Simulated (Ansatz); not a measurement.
# Ni (Fm-3m) in Ansatz: a series of runs

The runs below take Ni through phonons, elastic constants, ladder of functionals, single point, with LDA+U, PBE+D4+U, r2SCAN+U, PBEsol+D4.

All numbers are computed with Ansatz 0.2.0; they aren't measurements. Logs are shortened: lines on timing, memory, paths and dates and some standing lists are left out, and cuts for length are marked.

### Step 1. The structure

Symmetry: Fm-3m, No. 225, cubic system. The conventional cell has a = 3.475 Å, b = 3.475 Å, c = 3.475 Å, α = 90.00°, β = 90.00°, γ = 90.00°. Ni (site symmetry m-3m) is surrounded by 12 Ni at 2.46 Å.

### Step 2. Phonons, LDA+U, collinear spin, ferromagnetic start

The input, input.yaml:

```yaml
crystal:
  lattice:
    - [0.0, 1.737572933, 1.737572933]
    - [1.737572933, 0.0, 1.737572933]
    - [1.737572933, 1.737572933, 0.0]
  atoms:
    - { symbol: Ni, position: [0.0, 0.0, 0.0], spin: 1.0 }
hamiltonian:
  xc: lda
  pseudopotentials: { kind: paw }
  hubbard: { sites: [{ species: Ni, l: d, u_eff: 4.5 }], double_counting: fll }
magnetization:
  spin_polarized: true
kpoints:
  mp_grid: { grid: [8, 8, 8] }
scf:
  occupations: { method: methfessel_paxton, width: 0.05 }
phonons:
  method: dfpt
  qmesh: [4, 4, 4]
  temperatures: { t_max: 1000, t_step: 100 }
  qpath:
    path:
      - [[0.0, 0.0, 0.0], [0.5, 0.0, 0.5], [0.5, 0.25, 0.75], [0.375, 0.375, 0.75], [0.0, 0.0, 0.0], [0.5, 0.5, 0.5], [0.625, 0.25, 0.625], [0.5, 0.25, 0.75], [0.5, 0.5, 0.5], [0.375, 0.375, 0.75]]
      - [[0.625, 0.25, 0.625], [0.5, 0.0, 0.5]]
    npoints: 8
```

Potentials or basis: Ansatz PAW.

Started as:

```console
$ ansatz run input.yaml --threads 1 --pin off --max-ram 2560MiB --backend cpu --events-out ev --progress --plain --runs-dir out
```

Output:

```text
Warning: RAYON_NUM_THREADS=1 ignored (pool sized by the plan → 1); use --threads N
Ni: projections on atomic orbitals take those of the free atom [Ne] 3s2 3p6 3d8 4s2, of charge +0.00 (hamiltonian.pseudopotentials.projection_atoms); the dataset's partial waves leave at most 1.6e-6 of an orbital's norm unspanned inside its sphere
Engine: ansatz 0.2.0, x86_64-unknown-linux-gnu
Pseudopotentials: kind: paw
Pseudopotential: Ni, paw, valence charge 18, recommended cutoff 420 eV (normal), Ni.paw.azcp
Functional definition: SPW92
  exchange = slater_x
  correlation = pw_c
Crystal: 1 atoms, lattice volume = 10.492 Å³
Basis set: ecut = 420 eV, 181 PW (Γ), exchange–correlation on 36×36×36 points (8 copies of the dense FFT grid, shifted against one another)
Bands: 14, of which v1, the nominal top of the filled ones, is band 9 counted from 1 (8 counted from 0)
Symmetry: 48 space group operations
Space group: Fm-3m (ITA 225), of the structure as read, at distance tolerance 2.2e-5 Å
Magnetic group: BNS 225.116 (UNI 1618), of the structure as read, at distance tolerance 2.2e-5 Å
k-points: 29 of 512
Non-local potential: Ni, projectors of the file, l = 0: 3, l = 1: 2, l = 2: 3, l = 3: 1
PAW form: soft (Blöchl's): semilocal exchange-correlation on the pseudo side does not see the compensation charge
PAW frozen core: Ni, regenerated for the run's functional, and the local potential with it (the file was generated under x = pbe(κ = 0.804, μ = 0.2195149727645171), c = pbe(β = 0.06672455060314922))
PAW one-centre angular grid: Ni, 590 points (default); XC on 64 Gauss nodes
Initial density: superposition of atomic densities (chi_scale 0.1, normalization cell)
Starting moments: Σ|m| = 1 μB on 1 of 1 site
Initial wavefunctions: pseudopotential atomic-orbital guess
Functional: x = slater, c = lda
SCF 1 converged in 24 iterations: F = -5771.277889 eV  dr2 = 1.00e-10
Initial density: read from a saved state, or passed on in memory by an earlier SCF of this step, an earlier step, the calling program or the single point that the run made first
Starting moments: Σ|m| = 1 μB on 1 of 1 site; this step starts from the density that it was given
Initial wavefunctions: those read from a saved state, or passed on in memory by an earlier step or the calling program
SCF 2 converged in 3 iterations: F = -5771.297152 eV  dr2 = 2.13e-6
Symmetry: 16 space group operations
k-points: 59 of 512
SCF 3 converged in 5 iterations: F = -5771.300566 eV  dr2 = 1.39e-8
SCF 4 converged in 10 iterations: F = -5771.288452 eV  dr2 = 1.84e-10
SCF 5 converged in 2 iterations: F = -5771.300566 eV  dr2 = 3.42e-9
k-points: 150 of 512 (irreducible under 2 space group operations, time reversal used)
Stability of the state it starts from, as read at its close in the collinear treatment: not read, because cold or Methfessel-Paxton smearing, or corrected tetrahedra, fill the levels in a way that the test cannot read (fill_not_monotonic); nothing settles its magnetic order
iter 1 solved again at ethr=7.88e-7 eV; its pass at ethr=3.10e-3 eV (dr2=1.42e-4 eV) is discarded
SCF iter   1: F=—  HF=-5771.288453 eV  |F-HF|=—  |Δ(HF+E_count)|=         —  Δρ=3.06e-6 (↑4.36e-7 ↓3.06e-6)  dr2=2.97e-10  dr2_m=1.98e-10  M=0.660 μB ∫|m|=0.763 μB  β_m=0.30  ethr=7.88e-7  ⟨swp⟩=2.1  Hψ=30555  notcnv=0
eigensolver tolerance schedule: the retry pair's looser diagonalisation over-reported the residual by 477299.07 of it (diagonalisation noise at an unbounded share of the residual, at the tolerance the schedule requests for it); recorded, not acted on — ethr = c·dr2/N_el stays at c = 1.0e-1
preconditioner: auto → none  [insulator: Δε(μ)=0.074 eV  Ē_g=18.353 eV  σ=0.050 eV  W_gap=0.70  n_scr=0 (ndim 8)  ℏωp=36.3 eV  f_vac=0.000  D(μ)=0.48/eV (n_scr^D=0)  ε∞_Penn≈4.9]
SCF iter   2: F=—  HF=-5771.288452 eV  |F-HF|=—  |Δ(HF+E_count)|=   7.55e-7  S|Δr|=    0.00e0  Δρ=2.00e-6 (↑1.30e-6 ↓2.00e-6)  dr2=2.06e-10  dr2_m=1.18e-10  M=0.660 μB ∫|m|=0.763 μB  β_m=0.38  ethr=1.65e-12  ⟨swp⟩=3.4  Hψ=9716  notcnv=0
SCF iter   3: F=—  HF=-5771.288452 eV  |F-HF|=—  |Δ(HF+E_count)|=  8.73e-11  S|Δr|=    0.00e0  Δρ=1.63e-6 (↑1.61e-7 ↓1.63e-6)  dr2=8.73e-11  dr2_m=6.71e-11  M=0.660 μB ∫|m|=0.763 μB  β_m=0.52  ethr=1.15e-12  ⟨swp⟩=2.1  Hψ=5781  notcnv=0
SCF iter   4: F=—  HF=-5771.288452 eV  |F-HF|=—  |Δ(HF+E_count)|=  1.28e-10  S|Δr|=    0.00e0  Δρ=6.59e-7 (↑4.72e-7 ↓6.59e-7)  dr2=6.01e-11  dr2_m=1.29e-12  M=0.660 μB ∫|m|=0.763 μB  β_m=0.52  ethr=1.00e-12  ⟨swp⟩=1.0  Hψ=4209  notcnv=0
SCF iter   5: F=-5771.288452 eV  HF=-5771.288452 eV  |F-HF|=1.82e-12  |Δ(HF+E_count)|=  1.91e-11  S|Δr|=    0.00e0  Δρ=1.43e-7 (↑9.42e-8 ↓1.43e-7)  dr2=1.52e-12  dr2_m=1.76e-13  M=0.660 μB ∫|m|=0.763 μB  ethr=1.00e-12  ⟨swp⟩=3.9  Hψ=17046  notcnv=0
SCF 6 converged in 5 iterations: F = -5771.288452 eV  dr2 = 1.52e-12
this state was not tested for a lower state beside it, because cold or Methfessel-Paxton smearing, or corrected tetrahedra, fill the levels in a way that the test cannot read (fill_not_monotonic; see scf.lower_state_search)
[... 20 lines left out ...]
NSCF: frozen V_eff on 328 k-points
DFPT response loops at q = (0.25, -0.5, -0.25) (fractional): mixed as the last ones told, above
NSCF: frozen V_eff on 190 k-points
DFPT response loops at q = (-0.5, 0, -0.5) (fractional): mixed as the last ones told, above
NSCF: frozen V_eff on 174 k-points
DFPT response loops at q = (-0.5, 0.25, -0.25) (fractional): mixed as the last ones told, above
SCF converged after 5 iterations
Magnetization: 0.6603 μB (9.3302 up, 8.6698 down)
Absolute magnetization: 0.7635 μB (∫|ρ↑−ρ↓|, with the PAW one-centre terms)
Spin contamination: 0.0141 ħ² per cell (⟨S²⟩ above its minimum at these occupations)
Per-site moments (μB) at R_I (Å): [(0.7020413528379508, 1.0136359230776613)]
Free energy (F): -5771.288452 eV
Harris-Foulkes:  -5771.288452 eV  (|F-HF|=1.82e-12)
Internal energy: -5771.288415 eV  (E = F + TS)
E sigma→0 (E₀):  -5771.288443 eV
Entropy (-TS):   -0.000037 eV (-0.037 meV/atom)
Fermi energy:    17.901883 eV
--- Per-component energies (eV) ---
  E_band       = -280.506696
  E_kinetic    = 285.627471
  E_local      = -3396.528953  (includes V_loc(G=0)·N_el)
  E_nonlocal   = 644.556507
  E_hartree    = 1422.517871
  E_xc         = -84.506852
  E_vxc        = -109.399498  (∫ρ·V_xc dr)
  E_hubbard    = 1.864182  (on-site DFT+U / exact-exchange correction)
  E_vhub       = -16.341977  (the Hubbard potential's part of the band-sum identity)
  E_paw        = -1567.597392  (= ΣΔE_a)
  E_vpaw       = -533.456532  (= ΣTr[D̂ρ^β])
  E_aug_tail   = 0.000458  (compensation charges beyond the density's cutoff)
  E_ewald      = -3077.655828
  E_core_change = 0.434120  (= ΣΔE_core)
  E_smearing   = -0.000037  (= −TS)
  E_closure    = 0.000000  (closes the sum)
  Σ components = -5771.288452   (vs F -5771.288452, Δ=0.00e0)
--- Band table (eV; the first three rows and the last of 300) ---
  k-point 0 ↑: bands = ["-83.6206", "-44.5880", "-44.1655", "-44.1655", "9.2017", "14.3049", "14.3049", "14.7666", "15.7003", "15.8892", "42.3809", "46.4834", "46.6175", "46.6175"]
  k-point 1 ↑: bands = ["-83.6145", "-44.6053", "-44.1932", "-44.1712", "9.8166", "14.2153", "14.4409", "14.8277", "15.6571", "15.8364", "39.7045", "43.5317", "45.5364", "45.5515"]
  k-point 2 ↑: bands = ["-83.6006", "-44.6522", "-44.2539", "-44.1850", "11.3169", "14.2077", "14.6116", "14.8394", "15.8492", "15.8995", "33.3725", "42.5559", "44.4387", "44.4546"]
  k-point 149 ↓: bands = ["-82.7043", "-43.7146", "-43.6587", "-43.5010", "12.6507", "14.4160", "17.2633", "17.8159", "18.8472", "20.9902", "28.4752", "33.6103", "33.7046", "39.0636"]
Occupation matrices written to <dir>
--- Phonons (Γ-DFPT): 2 representative perturbations + reference, on 150 of 512 k-points (Σ response iterations 13) ---
  k mesh reduced under 2 symmetry operations, with k and −k counted as one. Each operation leaves every solved perturbation unchanged. A smaller set is not considered because the run has a Hubbard term
  ASR residual: 4.831e-5 → 0.000e0 eV/Å²; symmetrization residual: 2.344e-9 eV/Å²
  ASR residual per site (eV/Å²): 4.83e-5
  Γ frequencies (cm⁻¹): 0.00 0.00 0.00
--- Phonons (arbitrary-q DFPT): 13 irreducible q on the 4×4×4 mesh ---
  q = [0.0000, 0.0000, 0.0000] (star 1, of the zone-centre solve; hermiticity 5.02e-5, symmetrization 2.43e-5): -0.00 -0.00 0.00
  q = [0.0000, 0.0000, 0.2500] (star 8, 2 solved perturbations in 576 linear systems a pass and spin channel, the states on 288 of 512 k-point pairs; hermiticity 1.64e-7, symmetrization 5.19e-13): 104.51 105.03 214.54
  q = [0.0000, 0.0000, -0.5000] (star 4, 2 solved perturbations in 300 linear systems a pass and spin channel, the states on 150 of 512 k-point pairs; hermiticity 3.35e-8, symmetrization 2.97e-13): 140.76 156.81 284.32
  q = [0.0000, 0.2500, 0.2500] (star 2, 2 solved perturbations in 200 linear systems a pass and spin channel, the states on 100 of 512 k-point pairs; hermiticity 1.91e-13, symmetrization 4.55e-13): 152.43 152.43 209.70
  q = [0.0000, 0.2500, -0.5000] (star 8, 2 solved perturbations in 576 linear systems a pass and spin channel, the states on 288 of 512 k-point pairs; hermiticity 2.96e-8, symmetrization 2.85e-13): 183.42 190.84 242.21
  q = [0.0000, 0.2500, -0.2500] (star 4, 2 solved perturbations in 328 linear systems a pass and spin channel, the states on 164 of 512 k-point pairs; hermiticity 4.32e-14, symmetrization 3.78e-13): 119.34 229.78 260.88
  q = [0.0000, -0.5000, -0.5000] (star 1, 2 solved perturbations in 118 linear systems a pass and spin channel, the states on 59 of 512 k-point pairs; hermiticity 2.33e-14, symmetrization 2.00e-13): 208.10 208.10 275.65
  q = [0.2500, 0.0000, 0.2500] (star 4, 3 solved perturbations in 328 linear systems a pass and spin channel, the states on 164 of 512 k-point pairs; hermiticity 3.53e-13, symmetrization 3.38e-13): 143.33 148.01 221.85
  q = [0.2500, 0.0000, -0.5000] (star 16, 3 solved perturbations in 1024 linear systems a pass and spin channel, the states on 512 of 512 k-point pairs; hermiticity 6.92e-9, symmetrization 2.53e-17): 184.62 242.64 272.11
  q = [0.2500, 0.0000, -0.2500] (star 8, 3 solved perturbations in 576 linear systems a pass and spin channel, the states on 288 of 512 k-point pairs; hermiticity 3.42e-8, symmetrization 2.76e-13): 157.51 205.48 247.42
  q = [0.2500, -0.5000, -0.2500] (star 4, 3 solved perturbations in 328 linear systems a pass and spin channel, the states on 164 of 512 k-point pairs; hermiticity 6.77e-13, symmetrization 3.45e-13): 203.58 222.99 251.37
  q = [-0.5000, 0.0000, -0.5000] (star 2, 3 solved perturbations in 190 linear systems a pass and spin channel, the states on 95 of 512 k-point pairs; hermiticity 2.13e-13, symmetrization 1.92e-13): 203.99 210.36 289.15
  q = [-0.5000, 0.2500, -0.2500] (star 2, 2 solved perturbations in 174 linear systems a pass and spin channel, the states on 87 of 512 k-point pairs; hermiticity 1.58e-13, symmetrization 3.20e-13): 229.69 250.20 250.20
  sum rule: each row above includes the acoustic sum rule's correction from the zone centre's row sums; it moved no ω² by more than (0.47 cm⁻¹)²
  mesh force constants: q→R imaginary residual 0.00e0; ASR residual 4.831e-5 → 0.000e0 eV/Å²; symmetrization residual 1.776e-15 eV/Å²
  interpolated dispersion: 82 rows × 3 modes
  density of states and harmonic sums: on the 32×32×32 q-mesh, interpolated from the force constants of a 4×4×4 supercell (no non-analytic term)
  largest difference from the sums on the solved wave vectors: F 9.59e-3 eV, S 1.35e-5 and C_V 3.88e-6 eV/K
  zero-point energy: 0.037490 eV/cell   skipped modes (ω ≤ 0): 10, of them read as no rigid motion or as one in doubt: 7 (1.709e-3 modes/cell left out, lowest -17.72 cm⁻¹)   left out of the sums: 6.00e-4 of the cell's modes: C_V's classical limit lies that fraction below 3 k_B per atom; for a crystal, a wire or a layer, F and S can be off by more, and a phonons.interpolated_qmesh denser along its periods is the remedy for the sampling
```

Run time: 1.9 min. Hardware: 1 thread of AMD EPYC 9B45 (Zen 5), shared host; peak memory 1 GiB.

What came out:

```yaml
Free_energy: -5771.2885 eV
Band_gap_on_the_k_mesh: none (metal or under the smearing width)
Net_moment: 0.66 μB per cell
Absolute_moment: 0.76 μB per cell
Site_moments: Ni +0.70 μB
Highest_phonon_frequency: 289 cm⁻¹
```

Phonon frequencies in cm⁻¹ (negative: imaginary):
```
                q point  frequencies
  (0.000, 0.000, 0.000)        0 0 0
 (0.000, 0.000, -0.500)  141 157 284
 (0.000, 0.250, -0.500)  183 191 242
(0.000, -0.500, -0.500)  208 208 276
 (0.250, 0.000, -0.500)  185 243 272
(0.250, -0.500, -0.250)  204 223 251
(-0.500, 0.250, -0.250)  230 250 250
```

Eigenvalues of the final occupation matrices:
| site | spin | trace | eigenvalues |
| --- | --- | --- | --- |
| site 1 | 1 | 4.82 | 0.96 0.96 0.96 0.97 0.97 |
| site 1 | 2 | 4.10 | 0.66 0.66 0.91 0.91 0.95 |

Caveat: the k mesh is coarse (spacing up to 0.39 Å⁻¹), so the values aren't converged; the magnetic or orbital state may not be the lowest; the PAW data sets come from PBE, with cores solved anew for the run's functional, which leaves a small shift of forces and pressure; the U is typed as a test and isn't derived for this compound. The state reached can hang on the start; a lower one may exist.

(Part 1 of 3 ends here.)
